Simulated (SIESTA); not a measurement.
Crystal: BaTiO3.

```
Ba Ti O
1.0
     2.82737    1.63238    2.31839
    -2.82737    1.63238    2.31839
     0.00000   -3.26476    2.31839
Ba Ti O
1 1 3
Direct
  0.00000 0.00000 0.00000
  0.48450 0.48450 0.48450
  0.50860 0.01750 0.50860
  0.01750 0.50860 0.50860
  0.50860 0.50860 0.01750
```

Base run:

```yaml
Program: SIESTA 5.4.2
Functional: PBEsol
Potentials_or_basis: PseudoDojo 0.4 standard (PBEsol files)
Basis: DZP (energy shift 0.003 Ry; two zetas on semicore shells; d shell added on Ba)
Grid_cutoff: 800 Ry
Energy_shift: 0.003 Ry
k_mesh: 7 × 7 × 7
Occupations: fermi-dirac, width 0.05 eV
Spin: no spin polarisation
```

Its results: band gap on the k mesh 2.36 eV, indirect (least direct gap 2.69 eV); pressure 1.0 GPa; largest force 0.200 eV/Å.

**Question.** The run is repeated on the same cell with these changes: functional from PBEsol to BLYP; potentials or basis from PseudoDojo 0.4 standard (PBEsol files) to PseudoDojo 0.4 standard (PBE files). What comes out?

**Answer.** Band gap on the k mesh 2.44 eV, indirect (least direct gap 2.76 eV); pressure 13.4 GPa; largest force 0.405 eV/Å.

Caveats: this set's barium file shifts pressures by up to 1 GPa against other sets; spin-orbit coupling is left out, which moves the levels of the heavy elements; the basis of atomic orbitals isn't converged, which shifts pressures, moduli and gaps; an odd mesh through Γ misses points on the zone boundary, where band edges often lie (some runs); the potentials were made for another functional, which shifts forces and pressure (some runs).

Not every run made on this cell is shown here.
